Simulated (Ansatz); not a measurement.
Bulk crystal (GaAs) after relaxation:

```
CELL_PARAMETERS angstrom
0.00000 2.87269 2.87269
2.87269 0.00000 2.87269
2.87269 2.87269 0.00000
ATOMIC_POSITIONS crystal
Ga 0.00000 0.00000 0.00000
As 0.75000 0.75000 0.75000
```

Miller indices refer to the conventional cell of F-43m (No. 216), a = 5.745 Å, b = 5.745 Å, c = 5.745 Å, α = 90.00°, β = 90.00°, γ = 90.00°. The bulk's gap is 0.16 eV.

Consider the (100) slab of 8 planes, 10.1 Å thick with 15 Å of vacuum as cut; outer planes Ga (top) and As (bottom), all atoms relaxed.

The calculation used Ansatz 0.2.0, DFT PBE, scalar-relativistic, plane waves, PAW. Settings: cutoff 420 eV, Γ-centred mesh 9×9×1 on the computed 8-atom cell, Gaussian smearing of 0.05 eV; no spin polarisation. The cell repeats along c with a dipole correction in the vacuum.

Task: Give the surface energy (mean of both faces).

Result: 1.49 J/m².

Task: Give the gap of the slab on the mesh.

Result: None (metal or semimetal).

Task: Give the work function.

Result: 4.56 eV (top), 5.74 eV (bottom).

Task: Give the dipole of the slab along +c, per cell.

Result: 0.11 e·Å.

Task: The top two planes lie 1.436 Å apart in the bulk. How does relaxation change this?

Result: The spacing becomes 1.550 Å (+7.9 %).

Gaps are read on the k points sampled, so a band crossing between them can be missed.